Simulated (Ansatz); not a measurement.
## A series in volume per atom on Ag

Results calculated with Ansatz 0.2.0, not measured. Periodic Kohn-Sham DFT of a crystal at fixed atoms; pressure and stress are positive in compression; the energy is the free energy less that of spherical unpolarised free atoms; site moments are those in the method's own spheres, positive along +z.

Cell of the first row (space group Fd-3m, No. 227):
```
CELL_PARAMETERS angstrom
0.00000 3.06630 3.06630
3.06630 0.00000 3.06630
3.06630 3.06630 0.00000
ATOMIC_POSITIONS crystal
Ag 0.00000 0.00000 0.00000
Ag 0.25000 0.25000 0.25000
```

Settings of every row: method frozen-core PAW; functional PBE; relativity scalar; k mesh 11x11x11; filling fermi-dirac; smearing width 0.05 eV; wave cutoff 420 eV; paw set soft_2.

Atom start moment: 0 on all atoms.

Limits: the cell comes from a prototype or a list of computed structures and needn't be the stable phase.

```
row  volume per atom (Å³)  pressure (GPa)
  1                28.831           1.401
  2                29.432               ?
  3                30.033           0.002
  4                30.633          -0.565
  5                31.234          -1.059
```

Question: what pressure should row 2 give?

Worked fit of pressure. Take u = (V_r/V)^(2/3) − 1 with V_r = 30.333 Å³ an atom, which is twice the finite (Eulerian) strain; such expansions in the strain, on which the Birch-Murnaghan equation of state is built, carry the rest volume and the bulk modulus. The shown rows have u = 0.03444, 0.00665, -0.00654, -0.01932. Least squares give pressure = −0.2916 + 43.093 × u + 175.7 × u² GPa; a straight line predicts inner rows, each left out in turn, worse (root mean square 0.078 against 0.002 GPa). The rows lie off it by 0.000, -0.001, 0.001, 0.000. The pressure vanishes at u = 0.0066, or V = 30.04 Å³ an atom, and there the bulk modulus at fixed shape and fractions is B = −V dP/dV = (2/3)(1 + u) dP/du = 30.5 GPa. The withheld row has u = 0.02031, so the fit gives −0.2916 + 43.093 × (0.02031) + 175.7 × (0.02031)² = 0.656 GPa.

The calculation gave 0.654 GPa. The fit lies 0.002 GPa (0.081 % of the column's range) above it; its largest miss of a shown row is 0.001 GPa.
